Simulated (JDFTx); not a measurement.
The system is BaH2.

```xyz
6
Lattice="4.4620 0.0000 0.0000 -2.2310 3.8642 0.0000 0.0000 0.0000 6.0553" Properties=species:S:1:pos:R:3 pbc="T T T"
Ba    0.0000    2.5762    1.5138
Ba    2.2310    1.2881    4.5415
H     0.0000    0.0000    0.0000
H     0.0000    0.0000    3.0276
H     2.2310    1.2881    1.5138
H     0.0000    2.5762    4.5415
```

The cell comes from a database or a generator and needn't be the stable form of this composition.

```yaml
Program: JDFTx 1.7.0 (patched build)
Task: relaxation of cell and atoms
Functional: LDA
Potentials_or_basis: PseudoDojo-SR-LDA-0.4.1-standard with smoothed tails
Cutoff: 1007 eV
Density_cutoff: 8055 eV
k_mesh: 7 × 7 × 5
Occupations: fermi-dirac, width 0.05 eV
Spin: no spin polarisation
```

At the start: pressure -3.2 GPa; volume 17.40 Å³/atom.

**Question.** How do energy, volume and symmetry change on relaxing?

**Answer.** Over 8 steps the energy falls by 18.7 meV/atom and the volume is 15.69 Å³/atom (-9.9 %); space group P6_3/mmc (No. 194, to 0.05 Å).

Step by step:
```tsv
step	energy change (eV)	largest force (eV/Å)	pressure (GPa)	volume (Å³)
1	0.0000	0.0000	-3.21	104.41
2	-0.0384	0.0000	-2.60	102.30
3	-0.1020	0.0000	0.02	95.01
4	-0.1089	0.0000	-0.18	95.03
5	-0.1121	0.0000	-0.03	94.34
6	-0.1124	0.0000	-0.02	94.17
7	-0.1124	0.0000	0.00	94.12
8	-0.1124	0.0000	0.00	94.12
```

Final structure:
```
Ba H
1.0
     4.35934    0.00000    0.00000
    -2.17967    3.77530    0.00000
     0.00000    0.00000    5.71903
Ba H
2 4
Cartesian
  0.0000 2.5169 1.4298
  2.1797 1.2584 4.2893
  0.0000 0.0000 0.0000
  0.0000 0.0000 2.8595
  2.1797 1.2584 1.4298
  0.0000 2.5169 4.2893
```

Caveat: this release of the barium file is off; the plane waves are those of the starting cell, so after so large a change of volume the result is rough.
